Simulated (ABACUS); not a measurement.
# CoO (Fm-3m) in ABACUS: further runs

The runs below take CoO through single point, relaxation of cell and atoms, with PBE.

Everything below comes from runs of ABACUS 3.10.1. Logs are shortened: lines on timing, memory, paths and dates and some standing lists are left out, and cuts for length are marked.

## (1) The crystal as given

The structure is cubic, space group Fm-3m (No. 225). The conventional cell has a = 4.263 Å, b = 4.263 Å, c = 4.263 Å, α = 90.00°, β = 90.00°, γ = 90.00°. Co (site symmetry m-3m) is surrounded by 6 O at 2.13 Å. O (site symmetry m-3m) has 6 Co at 2.13 Å as nearest neighbours.

## (2) Single point, PBE, collinear spin, ferromagnetic start

File run_abacus.py:

```python
"""ABACUS run from a structure file: ASE reads it, the script writes STRU, KPT and INPUT."""
import re
import subprocess
import spglib
from ase import Atoms
from ase.io import read
from ase.units import Bohr

atoms = read("CoO.cif")
cell, frac, numbers = spglib.standardize_cell((atoms.cell[:], atoms.get_scaled_positions(), atoms.numbers), to_primitive=True, symprec=1e-4)
atoms = Atoms(numbers=numbers, cell=cell, scaled_positions=frac, pbc=True)  # the primitive cell
atoms = atoms[(-atoms.numbers).argsort(kind="stable")]  # ABACUS lists atoms element by element
pseudo = {'Co': 'co_pbe_v1.2.uspp.F.UPF', 'O': 'o_pbe_v1.2.uspp.F.UPF'}
orbital = {}
magmoms = [2.0, 0.0]
kmesh = [9, 9, 9]
params = {
    'suffix': 'CoO',
    'calculation': 'scf',
    'basis_type': 'pw',
    'pseudo_dir': './',
    'symmetry': 1,
    'dft_functional': 'pbe',
    'ecutwfc': 40,
    'pseudo_rcut': 10,
    'nspin': 2,
    'nbands': 23,
    'ks_solver': 'dav',
    'smearing_method': 'fd',
    'smearing_sigma': 0.00367493,
    'scf_thr': 1e-08,
    'scf_nmax': 100,
    'mixing_type': 'broyden',
    'mixing_beta': 0.4,
    'cal_force': 1,
    'cal_stress': 1,
    'ecutrho': 320,
    'out_chg': 1,
    'out_pot': 2,
    'out_elf': 0,
    'kpar': 4,
}

symbols = atoms.get_chemical_symbols()
elements = list(dict.fromkeys(symbols))
lines = ["ATOMIC_SPECIES"] + [f"{e} {atoms.get_masses()[symbols.index(e)]:.4f} {pseudo[e]}" for e in elements]
if orbital:
    lines += ["", "NUMERICAL_ORBITAL"] + [orbital[e] for e in elements]
lines += ["", "LATTICE_CONSTANT", f"{1 / Bohr:.10f}", "", "LATTICE_VECTORS"]
lines += [" ".join(f"{x:.10f}" for x in v) for v in atoms.cell]
lines += ["", "ATOMIC_POSITIONS", "Direct"]
for e in elements:
    lines += ["", e, "0.0", str(symbols.count(e))]
    for i, p in enumerate(atoms.get_scaled_positions(wrap=False)):
        if symbols[i] == e:
            mag = "" if magmoms is None else " mag " + " ".join(str(x) for x in (magmoms[i] if isinstance(magmoms[i], list) else [magmoms[i]]))
            lines.append(" ".join(f"{x:.10f}" for x in p) + " 1 1 1" + mag)
open("STRU", "w").write("\n".join(lines) + "\n")
open("KPT", "w").write("K_POINTS\n0\nGamma\n%d %d %d 0 0 0\n" % tuple(kmesh))
open("INPUT", "w").write("INPUT_PARAMETERS\n" + "".join(f"{k:<20s}{v}\n" for k, v in params.items()))

done = subprocess.run(['mpirun', '-np', '4', 'abacus'])
if done.returncode:
    raise SystemExit(done.returncode)
log = open("OUT.CoO/running_scf.log").read()
print("final energy (eV):", re.findall(r"FINAL_ETOT_IS (\S+)", log))
```

File CoO.cif:

```cif
data_CoO
_cell_length_a 4.26300000
_cell_length_b 4.26300000
_cell_length_c 4.26300000
_cell_angle_alpha 90.00000000
_cell_angle_beta 90.00000000
_cell_angle_gamma 90.00000000
_space_group_name_H-M_alt 'Fm-3m'
_space_group_name_Hall '-F 4 2 3'
_space_group_IT_number 225
loop_
_space_group_symop_operation_xyz
'x,y,z'
'-x,-y,-z'
'-y,x,z'
'y,-x,-z'
'-x,-y,z'
'x,y,-z'
'y,-x,z'
'-y,x,-z'
'x,-y,-z'
'-x,y,z'
'-y,-x,-z'
'y,x,z'
'-x,y,-z'
'x,-y,z'
'y,x,-z'
'-y,-x,z'
'z,x,y'
'-z,-x,-y'
'z,-y,x'
'-z,y,-x'
'z,-x,-y'
'-z,x,y'
'z,y,-x'
'-z,-y,x'
'-z,x,-y'
'z,-x,y'
'-z,-y,-x'
'z,y,x'
'-z,-x,y'
'z,x,-y'
'-z,y,x'
'z,-y,-x'
'y,z,x'
'-y,-z,-x'
'x,z,-y'
'-x,-z,y'
'-y,z,-x'
'y,-z,x'
'-x,z,y'
'x,-z,-y'
'-y,-z,x'
'y,z,-x'
'-x,-z,-y'
'x,z,y'
'y,-z,-x'
'-y,z,x'
'x,-z,y'
'-x,z,-y'
'x,y+1/2,z+1/2'
'-x,-y+1/2,-z+1/2'
'-y,x+1/2,z+1/2'
'y,-x+1/2,-z+1/2'
[... 63 lines left out ...]
'-z+1/2,y,-x+1/2'
'z+1/2,-x,-y+1/2'
'-z+1/2,x,y+1/2'
'z+1/2,y,-x+1/2'
'-z+1/2,-y,x+1/2'
'-z+1/2,x,-y+1/2'
'z+1/2,-x,y+1/2'
'-z+1/2,-y,-x+1/2'
'z+1/2,y,x+1/2'
'-z+1/2,-x,y+1/2'
'z+1/2,x,-y+1/2'
'-z+1/2,y,x+1/2'
'z+1/2,-y,-x+1/2'
'y+1/2,z,x+1/2'
'-y+1/2,-z,-x+1/2'
'x+1/2,z,-y+1/2'
'-x+1/2,-z,y+1/2'
'-y+1/2,z,-x+1/2'
'y+1/2,-z,x+1/2'
'-x+1/2,z,y+1/2'
'x+1/2,-z,-y+1/2'
'-y+1/2,-z,x+1/2'
'y+1/2,z,-x+1/2'
'-x+1/2,-z,-y+1/2'
'x+1/2,z,y+1/2'
'y+1/2,-z,-x+1/2'
'-y+1/2,z,x+1/2'
'x+1/2,-z,y+1/2'
'-x+1/2,z,-y+1/2'
'x+1/2,y+1/2,z'
'-x+1/2,-y+1/2,-z'
'-y+1/2,x+1/2,z'
'y+1/2,-x+1/2,-z'
'-x+1/2,-y+1/2,z'
'x+1/2,y+1/2,-z'
'y+1/2,-x+1/2,z'
'-y+1/2,x+1/2,-z'
'x+1/2,-y+1/2,-z'
'-x+1/2,y+1/2,z'
'-y+1/2,-x+1/2,-z'
'y+1/2,x+1/2,z'
'-x+1/2,y+1/2,-z'
'x+1/2,-y+1/2,z'
'y+1/2,x+1/2,-z'
'-y+1/2,-x+1/2,z'
'z+1/2,x+1/2,y'
'-z+1/2,-x+1/2,-y'
'z+1/2,-y+1/2,x'
'-z+1/2,y+1/2,-x'
'z+1/2,-x+1/2,-y'
'-z+1/2,x+1/2,y'
'z+1/2,y+1/2,-x'
'-z+1/2,-y+1/2,x'
'-z+1/2,x+1/2,-y'
'z+1/2,-x+1/2,y'
'-z+1/2,-y+1/2,-x'
'z+1/2,y+1/2,x'
'-z+1/2,-x+1/2,y'
'z+1/2,x+1/2,-y'
'-z+1/2,y+1/2,x'
'z+1/2,-y+1/2,-x'
'y+1/2,z+1/2,x'
'-y+1/2,-z+1/2,-x'
'x+1/2,z+1/2,-y'
'-x+1/2,-z+1/2,y'
'-y+1/2,z+1/2,-x'
'y+1/2,-z+1/2,x'
'-x+1/2,z+1/2,y'
'x+1/2,-z+1/2,-y'
'-y+1/2,-z+1/2,x'
'y+1/2,z+1/2,-x'
'-x+1/2,-z+1/2,-y'
'x+1/2,z+1/2,y'
'y+1/2,-z+1/2,-x'
'-y+1/2,z+1/2,x'
'x+1/2,-z+1/2,y'
'-x+1/2,z+1/2,-y'
loop_
_atom_site_label
_atom_site_type_symbol
_atom_site_symmetry_multiplicity
_atom_site_Wyckoff_symbol
_atom_site_fract_x
_atom_site_fract_y
_atom_site_fract_z
_atom_site_occupancy
Co1 Co 4 a 0.0000000000 0.0000000000 0.0000000000 1
O1 O 4 b 0.5000000000 0.0000000000 0.0000000000 1
```

Potentials or basis: GBRV ultrasoft 1.5 PBE, plane waves.

On the command line:

```sh
$ OMP_NUM_THREADS=1 python run_abacus.py > log
```

running log:

```text
ABACUS v3.10.1

               Atomic-orbital Based Ab-initio Computation at UStc

 ------------------------------------------------------------------------------------

 READING GENERAL INFORMATION
                           global_out_dir = OUT.CoO/
                           global_in_card = INPUT
                               pseudo_dir = ./
                              orbital_dir =
                                    DSIZE = 4
                                    GSIZE = 1
[... 5 lines left out ...]

 READING ATOM TYPE 1
                               atom label = Co
                      L=0, number of zeta = 1
                      L=1, number of zeta = 1
                      L=2, number of zeta = 1
             number of atom for this type = 1
               magnetization of element 1 = 2

 READING ATOM TYPE 2
                               atom label = O
                      L=0, number of zeta = 1
                      L=1, number of zeta = 1
                      L=2, number of zeta = 1
             number of atom for this type = 1
               magnetization of element 2 = 0

                        TOTAL ATOM NUMBER = 2
DIRECT COORDINATES
    atom                   x                   y                   z     mag                  vx                  vy                  vz
taud_Co1            0.0000000000        0.0000000000        0.0000000000  2.0000        0.0000000000        0.0000000000        0.0000000000
taud_O1            0.5000000000        0.5000000000        0.5000000000  0.0000        0.0000000000        0.0000000000        0.0000000000

                          Volume (Bohr^3) = 130.702
                             Volume (A^3) = 19.368

 Lattice vectors: (Cartesian coordinate: in unit of a_0)
                   +0             +2.1315             +2.1315
              +2.1315                  +0             +2.1315
              +2.1315             +2.1315                  +0
 Reciprocal vectors: (Cartesian coordinate: in unit of 2 pi/a_0)
            -0.234577           +0.234577           +0.234577
            +0.234577           -0.234577           +0.234577
            +0.234577           +0.234577           -0.234577
 The esolver type has been set to : ksdft_pw

                PAO radial cut off (Bohr) = 10

 Read in pseudopotential file is co_pbe_v1.2.uspp.F.UPF
                     pseudopotential type = US
          exchange-correlation functional = PBE
                 nonlocal core correction = 1
                        valence electrons = 17
                                     lmax = 2
                           number of zeta = 5
                     number of projectors = 6
                           L of projector = 0
[... 5 lines left out ...]
                PAO radial cut off (Bohr) = 10

 Read in pseudopotential file is o_pbe_v1.2.uspp.F.UPF
                     pseudopotential type = US
          exchange-correlation functional = PBE
                 nonlocal core correction = 1
                        valence electrons = 6
                                     lmax = 2
                           number of zeta = 2
                     number of projectors = 5
                           L of projector = 0
                           L of projector = 0
                           L of projector = 1
                           L of projector = 1
                           L of projector = 2
     initial pseudo atomic orbital number = 17
 The readin total magnetization is 2

 SETUP THE ELECTRONS NUMBER
            electron number of element Co = 17
      total electron number of element Co = 17
             electron number of element O = 6
[... 148 lines left out ...]
[... K-POINTS CARTESIAN COORDINATES: 18 rows ...]

[... K-POINTS DIRECT COORDINATES: 18 rows ...]

 SETUP PLANE WAVES FOR WAVE FUNCTIONS
     energy cutoff for wavefunc (unit:Ry) = 40
              fft grid for wave functions = [ 24, 24, 24 ]
                    number of plane waves = 725
                         number of sticks = 109

 PARALLEL PW FOR WAVE FUNCTIONS
     PROC   COLUMNS(POT)             PW
        1            109            725
 --------------- sum -------------------
        1            109            725

 SETUP NONLOCAL PSEUDOPOTENTIALS IN PLANE WAVE BASIS
 Co non-local projectors:
 projector 1 L=0
 projector 2 L=0
 projector 3 L=1
 projector 4 L=1
 projector 5 L=2
 projector 6 L=2
 O non-local projectors:
 projector 1 L=0
 projector 2 L=0
 projector 3 L=1
 projector 4 L=1
 projector 5 L=2
      TOTAL NUMBER OF NONLOCAL PROJECTORS = 31

 Init Non-Local PseudoPotential table :
 Init Non-Local-Pseudopotential done.

                                     npwx = 564

 Make real space PAO into reciprocal space.
       max mesh points in Pseudopotential = 685
     dq(describe PAO in reciprocal space) = 0.01
                                    max q = 763

 number of pseudo atomic orbitals for Co is 5
WARNING: norm of atomic wavefunction # 4 of atomic type Co is 0.999997, renormalized
WARNING: norm of atomic wavefunction # 5 of atomic type Co is 0.999802, renormalized

 number of pseudo atomic orbitals for O is 2

 -------------------------------------------
 SELF-CONSISTENT
 -------------------------------------------
                                 init_chg = atomic

 PW ALGORITHM --------------- ION=   1  ELEC=   1--------------------------------

          total magnetism (Bohr mag/cell) = 2.53437
       absolute magnetism (Bohr mag/cell) = 2.56842
                        nelec for spin up = 12.7672
                      nelec for spin down = 10.2328
[... 241 lines left out ...]
 Density error is 4.36110871608e-10
                          Error Threshold = 1.38540270076e-10
----------------------------------------------------------
     Energy           Rydberg                 eV
----------------------------------------------------------
 E_KohnSham     -330.7169561399      -4499.6350287188
 E_KS(sigma->0) -330.7158322542      -4499.6197374692
 E_Harris       -330.7167847938      -4499.6326974354
 E_band         -22.7641050346       -309.7215383404
 E_one_elec     -183.0050714853      -2489.9117350968
 E_Hartree      104.8709341377       1426.8422588559
 E_xc           -40.0177094344       -544.4688692163
 E_Ewald        -212.5628615865      -2892.0661007624
 E_entropy(-TS) -0.0022477714        -0.0305824991
 E_descf        0.0000000000         0.0000000000
 E_exx          0.0000000000         0.0000000000
 E_Fermi        1.0180280484         13.8509821814
----------------------------------------------------------

 charge density convergence is achieved
 final etot is -4499.6350287 eV
 EFERMI = 13.850982181 eV
The vacuum level is 9.544151403 eV

 STATE ENERGY(eV) AND OCCUPATIONS    NSPIN == 2
SPIN UP :
 1/9 kpoint (Cartesian) = 0.0000 0.0000 0.0000 (537 pws)
       1       -83.3913     0.00137174
       2       -46.6288     0.00137174
       3       -46.6288     0.00137174
       4       -46.6288     0.00137174
       5       -6.49711     0.00137174
       6        10.4399     0.00137174
[... 140 lines left out ...]
      22        38.6730        0.00000
      23        41.1825        0.00000

[... levels at 12 further k points ...]

------------------------------------------------------------------------------------------
 TOTAL-FORCE (eV/Angstrom)
------------------------------------------------------------------------------------------
                       Co1         0.0000000000         0.0000000000         0.0000000000
                        O1         0.0000000000         0.0000000000         0.0000000000
------------------------------------------------------------------------------------------

----------------------------------------------------------------
 TOTAL-STRESS (KBAR)
----------------------------------------------------------------
       -13.2253073337         0.0000000000        -0.0000000000
         0.0000000000       -13.2253073337        -0.0000000000
         0.0000000000        -0.0000000000       -13.2253073337
----------------------------------------------------------------
 TOTAL-PRESSURE: -13.225307 KBAR

 --------------------------------------------
 !FINAL_ETOT_IS -4499.6350287187533468 eV
 --------------------------------------------
```

Run time: 15 s. Hardware: 4 MPI ranks of Intel Xeon Platinum 8488C (Sapphire Rapids), shared host; peak memory 0.48 GiB.

What came out:

```yaml
Free_energy: -4499.6350 eV
Pressure: -1.3 GPa
Band_gap_on_the_k_mesh: none (metal or under the smearing width)
Net_moment: 2.99 μB per cell
Absolute_moment: 3.02 μB per cell
```

Caveat: a cell with one magnetic atom can't hold antiferromagnetic order, which such compounds often take; semilocal functionals often make such compounds metallic where correlation or magnetic order opens a gap, which also shifts bond lengths. With open d or f shells a metallic result of PBE can be an artefact of self-interaction; +U or a hybrid may open a gap.

[end of part 1 of 2]
